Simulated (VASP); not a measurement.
Input of a VASP 6.6.1 run:

The input INCAR:

```
PREC = Accurate ; ENCUT = 600
EDIFF = 1E-7 ; ISMEAR = 0
SIGMA = 0.1 ; LREAL = F
LASPH = T ; NELM = 100
ALGO = Normal ; ISIF = 3
LWAVE = F ; LCHARG = F
GGA = PS ; IVDW = 12
IBRION = 2 ; NSW = 100
EDIFFG = -0.002 ; PSTRESS = 101.0
```

Contents of KPOINTS:

```
Automatic mesh
0
Gamma
  16 16 16
```

The input POSCAR:

```
Bi
1.0
   -1.9814305318      1.9814305318      1.9814305318
    1.9814305318     -1.9814305318      1.9814305318
    1.9814305318      1.9814305318     -1.9814305318
Bi
1
Direct
    0.0000000000      0.0000000000      0.0000000000
```

Potentials or basis: VASP PAW PBE potentials, release 64 (Bi_d).

Launch:

```sh
$ cat potpaw_PBE.64/Bi_d/POTCAR > POTCAR
$ mpirun -np 1 vasp_std > vasp.out
```

(1) Estimate the dispersion energy per atom.

(2) Estimate the relaxed cell.

Answers

(1) -0.645 eV.

(2) a = 3.212 Å, b = 3.212 Å, c = 3.212 Å, α = 109.47°, β = 109.47°, γ = 109.47°.

Caveat: the cell is relaxed towards a set pressure, so the enthalpy falls and the energy may rise.
